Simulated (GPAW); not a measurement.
Set up this calculation in GPAW 26.7.0, as an ASE script.

* Task: dielectric tensor
* Functional: PBE
* Potentials or basis: GPAW PAW data sets (gpaw-data 1.2.1)
* Cutoff: 600 eV
* Basis: pw
* k mesh: 6 × 6 × 6
* Occupations: fermi-dirac, width 0.001 eV
* Spin: no spin polarisation
* Response ecut: 80 eV
* Maxiter: 150
* Response k mesh: 7 × 7 × 7
* Response bands: 60
* Kernels: ["RPA"]
* Coarser k mesh: 7 × 7 × 7

The structure of BaTiO3 (Barioperovskite) lies in POSCAR:

```
BaTiO3
1.0
    3.9587508719      0.0000000000      0.0000000000
    0.0000000000      2.8178598290      2.8260544582
    0.0000000000     -2.8178598290      2.8260544582
Ba Ti O
1 1 3
Direct
    0.0000000000      0.0000000000      0.0000000000
    0.5000000000      0.5124000000      0.5124000000
    0.5000000000      0.9918400000      0.5052400000
    0.5000000000      0.5052400000      0.9918400000
    0.0000000000      0.4874000000      0.4874000000
```

The input as run:

run.py

```python
import numpy as np
from ase.dft.bandgap import bandgap
from ase.io import read, write
from gpaw import GPAW, PW
from gpaw.response.df import DielectricFunction

atoms = read('POSCAR')

calc = GPAW(mode=PW(600),
            xc='PBE',
            kpts={'size': (6, 6, 6), 'gamma': True},
            occupations={'name': 'fermi-dirac', 'width': 0.001},
            nbands=36,
            convergence={'density': 1e-06},
            maxiter=150,
            txt='gpaw.txt')
atoms.calc = calc
energy = atoms.get_potential_energy()
calc.write('gs.gpw')
write('result.traj', atoms)
print(f'Energy: {energy:.6f} eV')
print('Fermi level:', round(calc.get_fermi_level(), 4), 'eV')
print(f'Gap: {bandgap(calc)[0]:.4f} eV, direct: {bandgap(calc, direct=True)[0]:.4f} eV')

for size in [(7, 7, 7)]:
    name = 'x'.join(str(n) for n in size)
    dense = calc.fixed_density(kpts={'size': size, 'gamma': True},
                               nbands=66, convergence={'bands': 60, 'eigenstates': 1e-7},
                               update_fermi_level=True, txt=f'dense-{name}.txt')
    dense.write(f'{name}.gpw', mode='all')
    df = DielectricFunction(f'{name}.gpw', frequencies=np.array([0.0]), hilbert=False, eta=0.001,
                            ecut=80, nbands=60, intraband=False, txt=f'df-{name}.txt')
    for xc in ['RPA']:
        for direction in ['x', 'y', 'z', [0, 1, 1], [1, 0, 1], [1, 1, 0]]:
            e0, e = df.get_macroscopic_dielectric_constant(xc=xc, direction=direction)
            print(f'{name} {xc} {direction}: {e0:.4f} without, {e:.4f} with local fields')
```

Potentials or basis: GPAW PAW data sets (gpaw-data 1.2.1), pw.

Command:

```console
$ OMP_NUM_THREADS=1 python run.py
```

Results of the run:

| Property | Result |
| --- | --- |
| Band gap on the k mesh | 1.93 eV, indirect (least direct gap 2.11 eV) |
| Electronic dielectric tensor (diagonal) | 5.89, 5.77, 5.68 |

Caveat: the long-wavelength limit can be off by several per cent where d states take part; spin-orbit coupling is left out, which moves the levels of the heavy elements; an odd mesh through Γ misses points on the zone boundary, where band edges often lie.

Wall time 5.4 min on 1 thread of Arm Neoverse V1, with other jobs on the host, peak memory 0.65 GiB.
